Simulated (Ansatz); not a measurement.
## Piezoelectric tensor of ZnSe at 8 GPa (stress–strain coefficients)

These are results of Ansatz, DFT PBEsol, scalar-relativistic, plane waves, PAW, not measurements. Settings: 420 eV plane-wave cutoff, Γ-centred 8×8×8 mesh, fixed occupations. No spin polarisation.

The cell, relaxed at 8 GPa:
```
Zn Se
1.0
     0.00000    2.72606    2.72606
     2.72606    0.00000    2.72606
     2.72606    2.72606    0.00000
Zn Se
1 1
Direct
  0.00000 0.00000 0.00000
  0.75000 0.75000 0.75000
```

At this pressure the crystal is close to a known change of phase.

(1) Give the relaxed-ion proper piezoelectric stress tensor e_iJ (C/m², Voigt columns xx yy zz yz xz xy).

(2) With the elastic constants (GPa, Voigt order)
C11 = 120.7, C12 = 89.0, C13 = 89.0, C22 = 120.7, C23 = 89.0, C33 = 120.7, C44 = 39.5, C55 = 39.5, C66 = 39.5 GPa; the others vanish.
find the strain coefficients d = e·C⁻¹ (pC/N).

## Answers

(1)
```
x    0.000  0.000  0.000 -0.228  0.000  0.000
y    0.000  0.000  0.000  0.000 -0.228  0.000
z    0.000  0.000  0.000  0.000  0.000 -0.228
```
Signs follow the orientation of the cell as given.

(2)
```
x    0.0  0.0  0.0 -5.8  0.0  0.0
y    0.0  0.0  0.0  0.0 -5.8  0.0
z    0.0  0.0  0.0  0.0  0.0 -5.8
```

Cost: 1 run of about 1.1 core-minutes, on Intel Xeon Platinum 8488C (Sapphire Rapids) (shared hosts).